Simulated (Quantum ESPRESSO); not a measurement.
# SiC (Moissanite) under changes of volume

One of the cells (10.341 Å³/atom); the others are scaled copies at fixed shape and fractional positions:

```xyz
4
Lattice="3.0760 0.0000 0.0000 -1.5380 2.6639 0.0000 0.0000 0.0000 5.0480" Properties=species:S:1:pos:R:3 pbc="T T T"
Si    1.5380    0.8880    2.5240
Si    0.0000    1.7759    0.0000
C     1.5380    0.8880    4.4675
C     0.0000    1.7759    1.9435
```

* Program: Quantum ESPRESSO 7.5
* Functional: LDA
* Potentials or basis: PseudoDojo 0.4.1 SR LDA standard
* Cutoff: 1116 eV
* Density cutoff: 4463 eV
* k mesh: 10 × 10 × 5
* Occupations: fermi-dirac, width 0.05 eV
* Spin: no spin polarisation

```tsv
volume (Å³/atom)	energy over the lowest point (meV/atom)	pressure (GPa)	gap on the mesh (eV)	largest force (eV/Å)
9.721	12.91	10.2	2.29	0.832
9.927	3.13	4.8	2.32	0.796
10.134	0.00	-0.1	2.35	0.762
10.341	2.90	-4.5	2.38	0.731
10.548	11.27	-8.5	2.41	0.700
10.755	24.58	-12.2	2.43	0.672
10.961	?	?	?	?
```

Task: What does the run at 10.961 Å³/atom give?

Result: Energy over the lowest point 42.37 meV/atom; pressure -15.5 GPa; gap on the mesh 2.40 eV; largest force 0.645 eV/Å.

Worked out: A Birch-Murnaghan fit of order 3 (a polynomial in V^(-2/3)) to the other rows has its minimum at 10.13 Å³/atom with B0 = V·E''(V) = 229 GPa and B' = 4.0 at fixed shape and positions, which overstates the stiffness. It gives 42.25 meV/atom at 10.961 Å³/atom, against the run's 42.37, and -dE/dV = -15.4 GPa, against -15.5. A straight line through the other rows of the gap, of slope 1.41 eV per unit of ln V, extrapolates to 2.46 eV, against the run's 2.40.

Energies are extrapolated to zero smearing.

Caveats: an odd mesh through Γ misses points on the zone boundary, where band edges often lie.
